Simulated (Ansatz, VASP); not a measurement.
Given: the input of a run of Ansatz 0.2.0 on TiC.

Contents of input.yaml:

```yaml
crystal:
  lattice:
    - [0.0, 2.1215080947, 2.1215080947]
    - [2.1215080947, 0.0, 2.1215080947]
    - [2.1215080947, 2.1215080947, 0.0]
  atoms:
    - { symbol: Ti, position: [0.0, 0.0, 0.0] }
    - { symbol: C, position: [0.5, 0.5, 0.5] }
hamiltonian:
  xc: rpbe
  pseudopotentials: { kind: paw }
  dispersion: d4
kpoints:
  mp_grid: { grid: [11, 11, 11] }
scf:
  occupations: { method: fermi_dirac, width: 0.05 }
output:
  forces: true
  stress: true
  eigenvalues: true
```

Potentials or basis: Ansatz PAW.

The run is started by

```console
$ ansatz run input.yaml --threads 2 --pin off --max-ram 5120MiB --backend cpu --events-out ev --progress --plain --runs-dir out
```

Task: Set up the same calculation for VASP 6.6.1. Potentials there: VASP PAW PBE potentials, release 64 (Ti_sv, C).

Result: As run (the cutoff follows the program's own potentials):

INCAR

```
PREC = Accurate
ENCUT = 520
EDIFF = 1E-6
ISMEAR = -1
SIGMA = 0.05
LREAL = False
LASPH = True
NELM = 80
ALGO = Normal
ISIF = 2
LWAVE = False
LCHARG = False
GGA = RP
IVDW = 13
NBANDS = 15
```

File KPOINTS:

```
Automatic mesh
0
Gamma
  11 11 11
```

Contents of POSCAR:

```
TiC
1.0
    0.0000000000      2.1215080947      2.1215080947
    2.1215080947      0.0000000000      2.1215080947
    2.1215080947      2.1215080947      0.0000000000
Ti C
1 1
Direct
    0.0000000000      0.0000000000      0.0000000000
    0.5000000000      0.5000000000      0.5000000000
```

Potentials or basis: VASP PAW PBE potentials, release 64 (Ti_sv, C).

The run is started by

```bash
$ cat potpaw_PBE.64/Ti_sv/POTCAR potpaw_PBE.64/C/POTCAR > POTCAR
$ mpirun -np 1 vasp_std > vasp.out
```

Both were run:

|  | VASP | Ansatz | Ansatz less VASP |
| --- | --- | --- | --- |
| gap on the k mesh at the Fermi level (eV) | none | none | - |
| pressure (GPa) | 10.7 | 10.5 | -0.15 |
| dispersion energy (meV/atom) | -612.4 | -610.8 | +1.61 |

A gap of «none» marks a metal or a gap that the smearing closes.

Caveats: pairwise dispersion overbinds metals, which lowers pressure and volume; the PAW data sets were made with another functional, which shifts forces and pressure a little (VASP); the PAW data sets come from PBE, with cores solved anew for the run's functional, which leaves a small shift of forces and pressure (Ansatz).
